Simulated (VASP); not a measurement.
# Sb (Im-3m) in VASP: a series of runs

One crystal, Sb, is run at these levels: PBE; tasks: single point.

All numbers are computed with VASP 6.6.1; they aren't measurements. Logs are shortened: lines on timing, memory, paths and dates and some standing lists are left out, and cuts for length are marked.

## 1. The crystal as given

It takes space group Im-3m (No. 229, cubic). Conventional cell: a = 3.743 Å, b = 3.743 Å, c = 3.743 Å, α = 90.00°, β = 90.00°, γ = 90.00°. Sb (site symmetry m-3m) is surrounded by 8 Sb at 3.24 Å.

This isn't the form of Sb at room conditions, which is rhombohedral.

## 2. Single point, PBE

Input file INCAR:

```
SYSTEM = Sb
PREC = Accurate
ENCUT = 450
EDIFF = 1E-6
ISMEAR = 0
SIGMA = 0.05
LREAL = .False.
LASPH = .True.
NELM = 100
ALGO = Normal
ISIF = 2
LWAVE = .False.
LCHARG = .False.
GGA = PE
ADDGRID = .False.
```

Input file KPOINTS:

```
Automatic mesh
0
Gamma
  9 9 9
  0 0 0
```

Input file POSCAR:

```
Sb
1.0
   -1.8713408863      1.8713408863      1.8713408863
    1.8713408863     -1.8713408863      1.8713408863
    1.8713408863      1.8713408863     -1.8713408863
Sb
1
Direct
    0.0000000000      0.0000000000      0.0000000000
```

Potentials or basis: VASP PAW PBE potentials, release 64 (Sb).

Run with:

```bash
$ cat potpaw_PBE.64/Sb/POTCAR > POTCAR
$ mpirun -np 1 vasp_std > vasp.out
```

OUTCAR:

```text
SYSTEM = Sb
   PREC = Accurate
   ENCUT = 450
   EDIFF = 1E-6
   ISMEAR = 0
   LREAL = .False.
   LASPH = .True.
   NELM = 100
   ISIF = 2
   GGA = PE

 Found     35 irreducible k-points:

 Following reciprocal coordinates:
            Coordinates               Weight
  0.000000  0.000000  0.000000      1.000000
  0.111111  0.000000  0.000000     12.000000
  0.222222  0.000000  0.000000     12.000000
  0.333333  0.000000  0.000000     12.000000
  0.444444  0.000000  0.000000     12.000000
  0.111111  0.111111  0.000000     24.000000
   k-points           NKPTS =     35   k-points in BZ     NKDIM =     35   number of bands    NBANDS=      6
   number of dos      NEDOS =    301   number of ions     NIONS =      1
   total plane-waves  NPLWV =  13824
   dimension x,y,z NGX =    24 NGY =   24 NGZ =   24
   dimension x,y,z NGXF=    48 NGYF=   48 NGZF=   48
   ions per type =               1
   NGX,Y,Z   is equivalent  to a cutoff of  12.31, 12.31, 12.31 a.u.
   NGXF,Y,Z  is equivalent  to a cutoff of  24.62, 24.62, 24.62 a.u.
 SYSTEM =  Sb
   PREC   = accura    normal or accurate (medium, high low for compatibility)
   ISTART =      0    job   : 0-new  1-cont  2-samecut
   ICHARG =      2    charge: 1-file 2-atom 10-const
   ISPIN  =      1    spin polarized calculation?
   LNONCOLLINEAR =      F non collinear calculations
   LSORBIT =      F    spin-orbit coupling
   LASPH  =      T    aspherical Exc in radial PAW
   ENCUT  =  450.0 eV  33.07 Ry    5.75 a.u.   5.61  5.61  5.61*2*pi/ulx,y,z
   NELM   =    100;   NELMIN=  2; NELMDL= -5     # of ELM steps
   EDIFF  = 0.1E-05   stopping-criterion for ELM
   LREAL  =      F    real-space projection
   EDIFFG = 0.1E-04   stopping-criterion for IOM
   NSW    =      0    number of steps for IOM
   IBRION =     -1    ionic relax: 0-MD 1-quasi-New 2-CG
   NFREE  =      0    steps in history (QN), initial steepest desc. (CG)
   ISIF   =      2    stress and relaxation
   ISYM   =      2    0-nonsym 1-usesym 2-fastsym
   POTIM  = 0.5000    time-step for ionic-motion
   TEBEG  =    0.0;   TEEND  =   0.0 temperature during run
   PSTRESS=    0.0 pullay stress
   NELECT =       5.0000    total number of electrons
   NUPDOWN=      -1.0000    fix difference up-down
   EMIN   =  10.00;   EMAX   =-10.00  energy-range for DOS
   EFERMI =   0.00;   METHOD = LEGACY
   ISMEAR =     0;   SIGMA  =   0.05  broadening in eV -4-tet -1-fermi 0-gaus
   EFERMI_NEDOS =   21; number of points for ismear=-14 and -15
   IALGO  =     38    algorithm
   IMIX   =      4    mixing-type and parameters
     AMIX     =   0.40;   BMIX     =  1.00
     AMIX_MAG =   1.60;   BMIX_MAG =  1.00
  volume/ion in A,a.u.               =      26.21       176.89
  Fermi-wavevector in a.u.,A,eV,Ry     =   0.942378  1.780837 12.083018  0.888077
  Thomas-Fermi vector in A             =   2.069982
   LORBIT       =      0    0 simple, 1 ext, 2 COOP (PROOUT), +10 PAW based schemes
   GGA     = PE    functional components
   LHFCALC =     F    Hartree Fock is set to
   AEXX    =    0.0000 exact exchange contribution
   IVDW    =     0    specifies the selected vdW correction
   LEPSILON=     F    determine dielectric tensor
   LRPA    =     F    only Hartree local field effects (RPA)
 non-spin polarized calculation
 Gauss-broadening in eV      SIGMA  =   0.05
  energy-cutoff  :      450.00
  volume of cell :       26.21
 maximum number of plane-waves:       580
   NGX = 11   NGY = 11   NGZ = 11

 number of electron       4.9999999 magnetization

 Free energy of the ion-electron system (eV)
  ---------------------------------------------------
  ext. energy  EPLUGINS =         0.00000000
  ---------------------------------------------------
  free energy    TOTEN  =        -3.92127301 eV

  energy without entropy =       -3.92094727  energy(sigma->0) =       -3.92111014

 E-fermi :   9.0268     XC(G=0): -10.3470

 val. band max:        8.8027239957   @ k =   0.3333   0.2222   0.1111
 cond. band min:       9.0887462886   @ k =  -0.3333   0.3333   0.2222
 fundamental gap:      0.2860222929
 Fermi energy:         9.0267839712

 k-point     1 :       0.0000    0.0000    0.0000
  band No.  band energies     occupation
      1      -4.2501      2.00000
      2      14.5071      0.00000
      3      14.5071      0.00000
      4      14.5071      0.00000
      5      19.4536      0.00000
      6      19.4536      0.00000

 k-point     2 :       0.1111    0.0000    0.0000
  band No.  band energies     occupation
      1      -3.9849      2.00000
      2      12.6426      0.00000
      3      13.7025      0.00000
      4      14.2735      0.00000
      5      18.1478      0.00000
      6      18.2556      0.00000

 k-point     3 :       0.2222    0.0000    0.0000
  band No.  band energies     occupation
      1      -3.1963      2.00000
      2       9.3102      0.00000
      3      12.3309      0.00000
      4      13.6820      0.00000
      5      16.7235      0.00000
      6      17.0383      0.00000

 k-point     4 :       0.3333    0.0000    0.0000
  band No.  band energies     occupation
      1      -1.9233      2.00000
      2       6.0780      2.00000
      3      11.2237      0.00000
      4      13.0572      0.00000
      5      15.8133      0.00000
      6      16.2188      0.00000

 k-point     5 :       0.4444    0.0000    0.0000
  band No.  band energies     occupation
      1      -0.4181      2.00000
      2       3.5463      2.00000
      3      10.6293      0.00000
      4      12.6835      0.00000
      5      15.3718      0.00000
      6      15.8095      0.00000

 k-point     6 :       0.1111    0.1111    0.0000
  band No.  band energies     occupation
      1      -3.4578      2.00000
      2      10.5478      0.00000
      3      12.2456      0.00000
      4      13.4498      0.00000
      5      17.5704      0.00000
      6      17.9473      0.00000

 [... further k-points ...]

------------------------ aborting loop because EDIFF is reached ----------------------------------------

  FORCE on cell =-STRESS in cart. coord.  units (eV):
  Direction    XX          YY          ZZ          XY          YZ          ZX
  --------------------------------------------------------------------------------------
  -------------------------------------------------------------------------------------
  Total        0.3747214      0.3747214      0.3747214      0.0000000      0.0000000      0.0000000
  in kB       22.9034241     22.9034241     22.9034241      0.0000000      0.0000000      0.0000000
  external PRESSURE =      22.9034241 kB  Pullay stress =       0.0000000 kB

 VOLUME and BASIS-vectors are now :
 -----------------------------------------------------------------------------
  energy-cutoff  :      450.00
  volume of cell :       26.21
      direct lattice vectors                 reciprocal lattice vectors
    -1.871340886  1.871340886  1.871340886     0.000000000  0.267188092  0.267188092
     1.871340886 -1.871340886  1.871340886     0.267188092  0.000000000  0.267188092
     1.871340886  1.871340886 -1.871340886     0.267188092  0.267188092  0.000000000

 POSITION                                       TOTAL-FORCE (eV/Angst)
 -----------------------------------------------------------------------------------
      0.00000      0.00000      0.00000        -0.000000      0.000000     -0.000000
 -----------------------------------------------------------------------------------
    total drift:                               -0.000000      0.000000      0.000000

  FREE ENERGIE OF THE ION-ELECTRON SYSTEM (eV)
  ---------------------------------------------------
  free  energy   TOTEN  =        -3.9212730117 eV

  energy  without entropy=       -3.9209472732  energy(sigma->0) =       -3.92111014
```

Run time: 5 s. Hardware: 1 thread of AMD EPYC 7R43 (Zen 3), shared host; peak memory 0.1 GiB.

These settings aren't checked as converged: the numbers below hold their error.

Results:

* Free energy: -3.9213 eV
* Pressure: 2.3 GPa
* Band gap on the k mesh: none (metal or under the smearing width)

## 3. Single point, PBE

INCAR is that of step 2.

KPOINTS is that of step 2.

Input file POSCAR:

```
Sb
1.0
   -1.8488020000      1.8498240000      1.9110830000
    1.8778730000     -1.8297390000      1.9200690000
    1.8451380000      1.8260750000     -1.8909980000
Sb
1
Direct
   -0.0010080000      0.0132760000      0.0062290000
```

Potentials or basis: VASP PAW PBE potentials, release 64 (Sb).

Run with:

```bash
$ cat potpaw_PBE.64/Sb/POTCAR > POTCAR
$ mpirun -np 1 vasp_std > vasp.out
```

OUTCAR:

```text
SYSTEM = Sb
   PREC = Accurate
   ENCUT = 450
   EDIFF = 1E-6
   ISMEAR = 0
   LREAL = .False.
   LASPH = .True.
   NELM = 100
   ISIF = 2
   GGA = PE

 Found    365 irreducible k-points:

 Following reciprocal coordinates:
            Coordinates               Weight
  0.000000  0.000000  0.000000      1.000000
  0.111111  0.000000  0.000000      2.000000
  0.222222  0.000000  0.000000      2.000000
  0.333333  0.000000  0.000000      2.000000
  0.444444  0.000000  0.000000      2.000000
  0.000000  0.111111  0.000000      2.000000
   k-points           NKPTS =    365   k-points in BZ     NKDIM =    365   number of bands    NBANDS=      6
   number of dos      NEDOS =    301   number of ions     NIONS =      1
   total plane-waves  NPLWV =  13824
   dimension x,y,z NGX =    24 NGY =   24 NGZ =   24
   dimension x,y,z NGXF=    48 NGYF=   48 NGZF=   48
   ions per type =               1
   NGX,Y,Z   is equivalent  to a cutoff of  12.32, 12.28, 12.42 a.u.
   NGXF,Y,Z  is equivalent  to a cutoff of  24.64, 24.55, 24.85 a.u.
 SYSTEM =  Sb
   PREC   = accura    normal or accurate (medium, high low for compatibility)
   ISTART =      0    job   : 0-new  1-cont  2-samecut
   ICHARG =      2    charge: 1-file 2-atom 10-const
   ISPIN  =      1    spin polarized calculation?
   LNONCOLLINEAR =      F non collinear calculations
   LSORBIT =      F    spin-orbit coupling
   LASPH  =      T    aspherical Exc in radial PAW
   ENCUT  =  450.0 eV  33.07 Ry    5.75 a.u.   5.60  5.62  5.56*2*pi/ulx,y,z
   NELM   =    100;   NELMIN=  2; NELMDL= -5     # of ELM steps
   EDIFF  = 0.1E-05   stopping-criterion for ELM
   LREAL  =      F    real-space projection
   EDIFFG = 0.1E-04   stopping-criterion for IOM
   NSW    =      0    number of steps for IOM
   IBRION =     -1    ionic relax: 0-MD 1-quasi-New 2-CG
   NFREE  =      0    steps in history (QN), initial steepest desc. (CG)
   ISIF   =      2    stress and relaxation
   ISYM   =      2    0-nonsym 1-usesym 2-fastsym
   POTIM  = 0.5000    time-step for ionic-motion
   TEBEG  =    0.0;   TEEND  =   0.0 temperature during run
   PSTRESS=    0.0 pullay stress
   NELECT =       5.0000    total number of electrons
   NUPDOWN=      -1.0000    fix difference up-down
   EMIN   =  10.00;   EMAX   =-10.00  energy-range for DOS
   EFERMI =   0.00;   METHOD = LEGACY
   ISMEAR =     0;   SIGMA  =   0.05  broadening in eV -4-tet -1-fermi 0-gaus
   EFERMI_NEDOS =   21; number of points for ismear=-14 and -15
   IALGO  =     38    algorithm
   IMIX   =      4    mixing-type and parameters
     AMIX     =   0.40;   BMIX     =  1.00
     AMIX_MAG =   1.60;   BMIX_MAG =  1.00
  volume/ion in A,a.u.               =      26.21       176.89
  Fermi-wavevector in a.u.,A,eV,Ry     =   0.942378  1.780837 12.083020  0.888077
  Thomas-Fermi vector in A             =   2.069982
   LORBIT       =      0    0 simple, 1 ext, 2 COOP (PROOUT), +10 PAW based schemes
   GGA     = PE    functional components
   LHFCALC =     F    Hartree Fock is set to
   AEXX    =    0.0000 exact exchange contribution
   IVDW    =     0    specifies the selected vdW correction
   LEPSILON=     F    determine dielectric tensor
   LRPA    =     F    only Hartree local field effects (RPA)
 non-spin polarized calculation
 Gauss-broadening in eV      SIGMA  =   0.05
  energy-cutoff  :      450.00
  volume of cell :       26.21
 maximum number of plane-waves:       582
   NGX = 11   NGY = 11   NGZ = 11

 number of electron       5.0000000 magnetization

 Free energy of the ion-electron system (eV)
  ---------------------------------------------------
  ext. energy  EPLUGINS =         0.00000000
  ---------------------------------------------------
  free energy    TOTEN  =        -3.91510092 eV

  energy without entropy =       -3.91459802  energy(sigma->0) =       -3.91484947

 E-fermi :   8.8812     XC(G=0): -10.3455

 val. band max:        8.8749837796   @ k =   0.1111   0.3333   0.2222
 cond. band min:       8.8870428439   @ k =   0.3333   0.3333   0.1111
 fundamental gap:      0.0120590643
 Fermi energy:         8.8811610591

 k-point     1 :       0.0000    0.0000    0.0000
  band No.  band energies     occupation
      1      -4.2500      2.00000
      2      14.2825      0.00000
      3      14.5377      0.00000
      4      14.6789      0.00000
      5      19.1326      0.00000
      6      19.3618      0.00000

 k-point     2 :       0.1111    0.0000    0.0000
  band No.  band energies     occupation
      1      -3.9895      2.00000
      2      12.4999      0.00000
      3      13.7131      0.00000
      4      14.3813      0.00000
      5      18.1150      0.00000
      6      18.3618      0.00000

 k-point     3 :       0.2222    0.0000    0.0000
  band No.  band energies     occupation
      1      -3.2150      2.00000
      2       9.1757      0.00000
      3      12.4062      0.00000
      4      13.7833      0.00000
      5      16.7878      0.00000
      6      17.1852      0.00000

 k-point     4 :       0.3333    0.0000    0.0000
  band No.  band energies     occupation
      1      -1.9678      2.00000
      2       5.9799      2.00000
      3      11.3399      0.00000
      4      13.1734      0.00000
      5      15.9079      0.00000
      6      16.3792      0.00000

 k-point     5 :       0.4444    0.0000    0.0000
  band No.  band energies     occupation
      1      -0.5065      2.00000
      2       3.5005      2.00000
      3      10.7653      0.00000
      4      12.8115      0.00000
      5      15.4742      0.00000
      6      15.9761      0.00000

 k-point     6 :       0.0000    0.1111    0.0000
  band No.  band energies     occupation
      1      -3.9947      2.00000
      2      12.3477      0.00000
      3      13.8426      0.00000
      4      14.4248      0.00000
      5      18.1830      0.00000
      6      18.4832      0.00000

 [... further k-points ...]

------------------------ aborting loop because EDIFF is reached ----------------------------------------

  FORCE on cell =-STRESS in cart. coord.  units (eV):
  Direction    XX          YY          ZZ          XY          YZ          ZX
  --------------------------------------------------------------------------------------
  -------------------------------------------------------------------------------------
  Total        0.4093347      0.6188450      0.1682708     -0.0112332     -0.0420139     -0.0603662
  in kB       25.0190331     37.8245540     10.2849158     -0.6865849     -2.5679389     -3.6896542
  external PRESSURE =      24.3761676 kB  Pullay stress =       0.0000000 kB

 VOLUME and BASIS-vectors are now :
 -----------------------------------------------------------------------------
  energy-cutoff  :      450.00
  volume of cell :       26.21
      direct lattice vectors                 reciprocal lattice vectors
    -1.848802000  1.849824000  1.911083000    -0.001760844  0.270622024  0.259612708
     1.877873000 -1.829739000  1.920069000     0.266576263 -0.001149462  0.259001326
     1.845138000  1.826075000 -1.890998000     0.268894891  0.272329269 -0.003468089

 POSITION                                       TOTAL-FORCE (eV/Angst)
 -----------------------------------------------------------------------------------
     -1.81051      1.83504      1.92287        -0.000000      0.000000      0.000000
 -----------------------------------------------------------------------------------
    total drift:                               -0.000000      0.000000     -0.000000

  FREE ENERGIE OF THE ION-ELECTRON SYSTEM (eV)
  ---------------------------------------------------
  free  energy   TOTEN  =        -3.9151009165 eV

  energy  without entropy=       -3.9145980188  energy(sigma->0) =       -3.91484947
```

stdout:

```text
POSCAR found type information on POSCAR Sb
 POSCAR found :  1 types and       1 ions
 scaLAPACK will be used
 LDA part: xc-table for (Slater+PW92), standard interpolation
 POSCAR, INCAR and KPOINTS ok, starting setup
 FFT: planning ... GRIDC
 FFT: planning ... GRID_SOFT
 FFT: planning ... GRID
 WAVECAR not read
 entering main loop
```

Wall time 35 s (1 thread of AMD EPYC 7R43 (Zen 3), shared host); peak memory 0.14 GiB.

The run converged, but some of its settings lie outside the range that counts as converged, so its numbers aren't taken as properties of the crystal.

What came out:

| Quantity | Value |
| --- | --- |
| Free energy | -3.9151 eV |
| Pressure | 2.4 GPa |
| Band gap on the k mesh | none (metal or under the smearing width) |

(Continued in part 2 of 2.)
